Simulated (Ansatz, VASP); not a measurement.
**Ag: VASP beside Ansatz**

Contents of INCAR:

```
SYSTEM = Ag
PREC = Accurate
ENCUT = 600
EDIFF = 1E-6
ISMEAR = 0
SIGMA = 0.1
LREAL = .False.
LASPH = .True.
NELM = 100
ALGO = Normal
ISIF = 3
LWAVE = .False.
LCHARG = .False.
GGA = PS
IBRION = 2
NSW = 80
EDIFFG = -0.01
```

Contents of KPOINTS:

```
Automatic mesh
0
Gamma
  16 16 10
  0 0 0
```

The input POSCAR:

```
Ag
1.0
    1.4117501670     -2.5487988410      0.0000000000
    1.4117501670      2.5487988410      0.0000000000
    0.0000000000      0.0000000000      4.6605031931
Ag
2
Direct
    0.6622680491      0.3377319509      0.2500000000
    0.3377319509      0.6622680491      0.7500000000
```

Input for Ansatz:

```yaml
crystal:
  lattice:
    - [1.411750167, -2.548798841, 0.0]
    - [1.411750167, 2.548798841, 0.0]
    - [0.0, 0.0, 4.6605031931]
  atoms:
    - { symbol: Ag, position: [0.6622680491, 0.3377319509, 0.25] }
    - { symbol: Ag, position: [0.3377319509, 0.6622680491, 0.75] }
basis:
  ecutwfc: 420
kpoints:
  mp_grid: { grid: [16, 16, 10] }
hamiltonian:
  xc: pbesol
scf:
  occupations: { method: gaussian, width: 0.1 }
output:
  forces: true
  stress: true
  eigenvalues: true
relax:
  adjacent_minimum: "off"
  f_tol: 0.01
  max_steps: 60
  cell: { stress_tol: 0.1 }
```

Alike in both runs: task relaxation of cell and atoms; functional PBEsol; k mesh 16 × 16 × 10; occupations gaussian, width 0.1 eV; no spin polarisation.

```csv
,VASP,Ansatz
version,VASP 6.6.1,Ansatz 0.2.0
potentials or method,"VASP PAW PBE potentials, release 64 (Ag)","scalar-relativistic, plane waves, PAW"
plane-wave cutoff (eV),600,420
valence electrons in the cell,22,38
```

|  | VASP | Ansatz | Ansatz less VASP |
| --- | --- | --- | --- |
| gap on the k mesh at the Fermi level, each at its own relaxed structure (eV) | none | none | - |
| relaxed volume (Å³/atom) | 16.67 | 16.70 | +0.031 |
| relaxed cell length with the largest relative difference (Å) | 2.863 | 2.867 | +0.0035 |
| energy change over the relaxation (meV/atom) | -3 | -3 | 0.0 |

A gap of «none» marks a metal or a gap that the smearing closes. The two sets of potentials don't hold the same shells in valence.

Caveats: the PAW data sets were made with another functional, which shifts forces and pressure a little (VASP).
